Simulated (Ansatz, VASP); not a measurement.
One calculation of Ti6C, two programs

```
Ti C
1.0
     0.00000    3.77808    3.77808
     3.77808    0.00000    3.77808
     3.77808    3.77808    0.00000
Ti C
6 1
Direct
  0.50000 0.50000 0.00000
  0.50000 0.00000 0.50000
  0.00000 0.00000 0.50000
  0.00000 0.50000 0.00000
  0.00000 0.50000 0.50000
  0.50000 0.00000 0.00000
  0.00000 0.00000 0.00000
```

Change from the starting cell: species swapped into the Zn6Mo type (Fm-3m, No. 225).

Alike in both runs: task relaxation of cell and atoms; functional PBE; k mesh 10 × 10 × 10; occupations gaussian, width 0.1 eV; no spin polarisation.

|  | VASP | Ansatz |
| --- | --- | --- |
| version | VASP 6.6.1 | Ansatz 0.2.0 |
| potentials or method | VASP PAW PBE potentials, release 64 (Ti_sv, C) | scalar-relativistic, plane waves, PAW |
| plane-wave cutoff (eV) | 600 | 420 |
| valence electrons in the cell | 76 | 76 |

Ansatz gave:

```
gap on the k mesh at the Fermi level, each at its own relaxed structure (eV) : none
relaxed volume (Å³/atom)                                                     : 15.41
relaxed cell length with the largest relative difference (Å)                 : 5.343
```

Q: What did VASP give for the same quantities?

A: gap on the k mesh at the Fermi level, each at its own relaxed structure (eV): none; relaxed volume (Å³/atom): 15.37; relaxed cell length with the largest relative difference (Å): 5.338.

A gap of «none» marks a metal or a gap that the smearing closes.
